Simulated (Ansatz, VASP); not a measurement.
**LiCl: VASP beside Ansatz**

Contents of INCAR:

```
ALGO = Normal
EDIFF = 1E-6
ENCUT = 520
GGA = PE
ISIF = 2
ISMEAR = -1
LASPH = True
LCHARG = False
LREAL = False
LWAVE = False
NBANDS = 12
NELM = 80
PREC = Accurate
SIGMA = 0.02
```

KPOINTS

```
k-points
0
Gamma
  8 8 8
```

Contents of POSCAR:

```
LiCl
1.0
   -0.0501306049      2.5565159201      2.5565159201
    2.5565159201     -0.0501306049      2.5565159201
    2.5565159201      2.5565159201     -0.0501306049
Li Cl
1 1
Direct
    0.0000000000      0.0000000000      0.0000000000
    0.5000000000      0.5000000000      0.5000000000
```

Input for Ansatz:

```yaml
crystal:
  lattice:
    - [-0.0501306049, 2.5565159201, 2.5565159201]
    - [2.5565159201, -0.0501306049, 2.5565159201]
    - [2.5565159201, 2.5565159201, -0.0501306049]
  atoms:
    - { symbol: Li, position: [0.0, 0.0, 0.0] }
    - { symbol: Cl, position: [0.5, 0.5, 0.5] }
kpoints:
  mp_grid: { grid: [8, 8, 8] }
  band_path:
    path:
      - [0.0, 0.0, 0.0]
      - [0.5, 0.0, 0.5]
      - [0.625, 0.25, 0.625]
      - [0.375, 0.375, 0.75]
      - [0.5, 0.5, 0.5]
      - [0.5, 0.25, 0.75]
    npoints: 1
hamiltonian:
  xc: pbe
scf:
  occupations: { method: fermi_dirac, width: 0.02 }
  n_extra_bands: 4
output:
  forces: true
  stress: true
  eigenvalues: true
  write_density: true
  write_potential: true
  elf: true
  volumetric_format: npy
```

Change from the starting cell: epitaxial_111 strain +2.0%.

Alike in both runs: task single point; functional PBE; k mesh 8 × 8 × 8; occupations fermi-dirac, width 0.02 eV; no spin polarisation.

```csv
,VASP,Ansatz
version,VASP 6.6.1,Ansatz 0.2.0
potentials or method,"VASP PAW PBE potentials, release 64 (Li_sv, Cl)","plane waves, PAW"
plane-wave cutoff (eV),520,420
valence electrons in the cell,10,10
```

```csv
,VASP,Ansatz,Ansatz less VASP
gap on the k mesh at the Fermi level (eV),6.11,6.10,-0.012
```

 A k mesh can miss the band edges.
